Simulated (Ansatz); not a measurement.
## Bi2Se3: smallest direct gap on path as volume per atom varies

Results calculated with Ansatz 0.2.0, not measured. Periodic Kohn-Sham DFT of a crystal at fixed atoms; Kohn-Sham levels at symmetry points; band -1 is the highest filled and +1 the lowest empty one at that point, spin up along a +z start moment.

Cell of the first row (space group R-3m, No. 166):
```
Bi2Se3
1.0
      2.0292     1.1716     9.3505
     -2.0292     1.1716     9.3505
      0.0000    -2.3431     9.3505
Bi Se
2 3
Direct
  0.40080 0.40080 0.40080
  0.59920 0.59920 0.59920
  0.00000 0.00000 0.00000
  0.21170 0.21170 0.21170
  0.78830 0.78830 0.78830
```

Settings of every row: method all-electron LAPW; functional PBE; relativity scalar; k mesh 6x6x6; filling fermi-dirac; smearing width 0.03 eV; basis error target 0.5 meV/atom; nucleus gaussian.

Atom start moment: 0 on all atoms.

Limits: a layered crystal: even scaling strains the bonds within the layers, so this curve is stiffer than the crystal under pressure; no spin-orbit coupling on heavy atoms; small gap, it may come from the mesh; semilocal functionals narrow a gap, while the missing spin-orbit coupling can widen it by more in compounds of such heavy elements, so these gaps are no guide to the real ones.

| row | volume per atom (Å³) | smallest direct gap on path (eV) | band gap (eV) |
| --- | --- | --- | --- |
| 1 | 26.675 | 0.167 | 0.167 |
| 2 | 27.243 | 0.187 | 0.187 |
| 3 | 27.81 | 0.205 | 0.205 |
| 4 | 28.094 | 0.213 | 0.213 |
| 5 | 28.378 | ? | ? |
| 6 | 28.662 | 0.229 | 0.229 |
| 7 | 28.946 | 0.236 | 0.236 |
| 8 | 29.513 | 0.25 | 0.25 |
| 9 | 30.081 | 0.263 | 0.263 |

Question: what smallest direct gap on path should row 5 give?

Worked fit of smallest direct gap on path. Take t = volume per atom − 28, in Å³. The shown rows have t = -1.325, -0.757, -0.19, 0.094, 0.662, 0.946, 1.513, 2.081. Least squares give smallest direct gap on path = 0.2103 + 0.02961 × t − 0.00213 × t² eV; a straight line predicts inner rows, each left out in turn, worse (root mean square 0.002 against 0.00038 eV). All shown rows lie on it to the printed digit. The withheld row has t = 0.378, so the fit gives 0.2103 + 0.02961 × (0.378) − 0.00213 × (0.378)² = 0.221 eV.

The calculation gave 0.221 eV. The fit meets it to the printed digit.

The other values of row 5: band gap 0.221 eV.
